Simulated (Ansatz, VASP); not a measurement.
## Ca: VASP beside Ansatz

INCAR

```
ALGO = Normal
EDIFF = 1E-7
ENCUT = 520
GGA = PE
ISIF = 2
ISMEAR = -1
LASPH = T
LCHARG = T
LELF = T
LREAL = F
LVHAR = T
LWAVE = F
NBANDS = 11
NELM = 60
PREC = Accurate
SIGMA = 0.05
```

The input KPOINTS:

```
k-points
0
Gamma
  8 8 8
```

The input POSCAR:

```
Ca
1.0
   -2.2839327222      2.2839327222      2.2839327222
    2.2839327222     -2.2839327222      2.2839327222
    2.2839327222      2.2839327222     -2.2839327222
Ca
1
Direct
    0.0000000000      0.0000000000      0.0000000000
```

Contents of input.yaml:

```yaml
crystal:
  lattice:
    - [-2.2839327222, 2.2839327222, 2.2839327222]
    - [2.2839327222, -2.2839327222, 2.2839327222]
    - [2.2839327222, 2.2839327222, -2.2839327222]
  atoms:
    - { symbol: Ca, position: [0.0, 0.0, 0.0] }
kpoints:
  mp_grid: { grid: [8, 8, 8] }
scf:
  occupations: { method: fermi_dirac, width: 0.05 }
hamiltonian:
  xc: pbe
  pseudopotentials: { kind: all_electron, lapw: { basis_error: 0.0005 } }
output:
  forces: true
  stress: true
  eigenvalues: true
```

Change from the starting cell: volume scaled by 1.06.

Alike in both runs: task single point; functional PBE; k mesh 8 × 8 × 8; occupations fermi-dirac, width 0.05 eV; no spin polarisation.

|  | VASP | Ansatz |
| --- | --- | --- |
| version | VASP 6.6.1 | Ansatz 0.2.0 |
| potentials or method | VASP PAW PBE potentials, release 64 (Ca_sv) | all-electron LAPW, scalar-relativistic |
| plane-wave cutoff (eV) | 520 | see its input |

```tsv
	VASP	Ansatz	Ansatz less VASP
gap on the k mesh at the Fermi level (eV)	none	none	-
pressure (GPa)	-1.7	-1.7	-0.01
```

A gap of «none» marks a metal or a gap that the smearing closes. Ansatz ran all-electron here, so the differences hold the error of VASP's frozen core and of both bases.
